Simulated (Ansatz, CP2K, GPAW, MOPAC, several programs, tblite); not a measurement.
SnSe (rocksalt) from semi-empirical methods to plane-wave DFT

Rocksalt SnSe, relaxed with r2SCAN in Ansatz, was computed with several methods. It is cubic, Fm-3m (No. 225); a = 6.004 Å in the conventional setting, 27.06 Å³ an atom. Around Sn lie 6 Se at 3.00 Å; around Se lie 6 Sn at 3.00 Å. These are computed values for a spin-unpolarised cell that may be hypothetical; none is a measurement.

```
Sn Se
1.0
     0.00000    3.00211    3.00211
     3.00211    0.00000    3.00211
     3.00211    3.00211    0.00000
Sn Se
1 1
Direct
  0.00000 0.00000 0.00000
  0.50000 0.50000 0.50000
```

Gaps and times are for a single point on this cell; volume and bulk modulus come from each method's own relaxation or energy curve at fixed shape. Times are rough, from shared hosts (Arm Neoverse V2), and each method has its own mesh and cell size. A star marks a curve whose lowest point is an end point. PM6 (MOPAC), PM7 (MOPAC), GFN1-xTB (tblite), GFN2-xTB (tblite) treat a cluster of cells at its zone centre, which samples few k points: where these miss a band edge, the gap comes out too large for that reason alone. Gaps from k meshes are read at a limited set of points (mesh, symmetry points, PBE's band edges), so each method's own least gap may be somewhat smaller. xTB and the PM methods were fitted mostly to molecules, and can miss a solid's gap by electronvolts. Minimal bases can be far off for gaps. GLLB-SC's gap includes the derivative discontinuity. d marks a direct gap, i an indirect one (no mark: not told apart), a dash a value that wasn't computed or didn't pass its checks.

| method | kind | gap (eV) | own volume (Å³/atom) | bulk modulus (GPa) | atoms computed | processor time |
| --- | --- | --- | --- | --- | --- | --- |
| light PBE (260 eV and a coarse mesh) | light plane-wave | 0.02 d | – | – | 2 | 0.7 s |
| PBE | semilocal | 0 | 27.77 | 49 | 2 | 2 s |
| PM7 (MOPAC) | semi-empirical | 3.59 | – | – | 64 | 2.4 s |
| GFN1-xTB (tblite) | tight binding | 0.03 | – | – | 64 | 2.5 s |
| PBE/single zeta (GPAW) | small basis | 0.03 d | – | – | 2 | 2.6 s |
| PBE/SZV (CP2K) | small basis | 0.05 i | 29.98* | 51* | 2 | 4.1 s |
| r2SCAN | semilocal | 0.01 | 27.06 | 54 | 2 | 5 s |
| GFN2-xTB (tblite) | tight binding | 2.16 | – | – | 64 | 5.2 s |
| GLLB-SC (GPAW) | model potential | 0.02 | – | – | 2 | 7.1 s |
| PBE/DZVP (CP2K) | small basis | 0.05 d | 28.04 | 49 | 2 | 9.1 s |
| PM6 (MOPAC) | semi-empirical | 2.88 | – | – | 64 | 18 s |

Volumes against r2SCAN's: PBE +2.6 %, PBE/DZVP (CP2K) +3.6 %.

With PBE and r2SCAN the bands overlap or touch, or nearly. Semilocal functionals can close a real gap, so this doesn't show a metal; small gaps of other methods may in turn close between the points read or with spin-orbit coupling, and the solid may be a semimetal.

No spin-orbit coupling is included; it can move band edges with weight on the heavy atoms by tenths of an eV.
